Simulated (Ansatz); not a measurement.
The system is BN, a slab with vacuum.

```
CELL_PARAMETERS angstrom
2.50399 0.00000 0.00000
-1.25200 2.16852 0.00000
0.00000 0.00000 24.99180
ATOMIC_POSITIONS crystal
B 0.66667 0.33333 0.30010
N 0.33333 0.66667 0.30010
B 0.33333 0.66667 0.43337
N 0.66667 0.33333 0.43337
B 0.66667 0.33333 0.56663
N 0.33333 0.66667 0.56663
B 0.33333 0.66667 0.69990
N 0.66667 0.33333 0.69990
```

The cell isn't the ideal one: the (0 0 1) slab of BN, cut from the database cell, not relaxed.

Base run:

| Quantity | Value |
| --- | --- |
| Program | Ansatz 0.2.0 |
| Functional | revPBE |
| Potentials or basis | Ansatz PAW |
| Cutoff | 420 eV (not typed: the program's choice for these potentials) |
| k mesh | 12 × 12 × 1 |
| Occupations | fermi-dirac, width 0.05 eV |
| Spin | no spin polarisation |

Its results: band gap on the k mesh 4.43 eV, indirect (least direct gap 4.74 eV); largest force 0.087 eV/Å.

Problem. The run is repeated on the same cell with these changes: functional from revPBE to PBE. What comes out?

Solution. Band gap on the k mesh 4.34 eV, indirect (least direct gap 4.68 eV); largest force 0.066 eV/Å.

Caveats: the PAW data sets come from PBE, with cores solved anew for the run's functional, which leaves a small shift of forces and pressure (some runs).

A k mesh can miss the band edges.
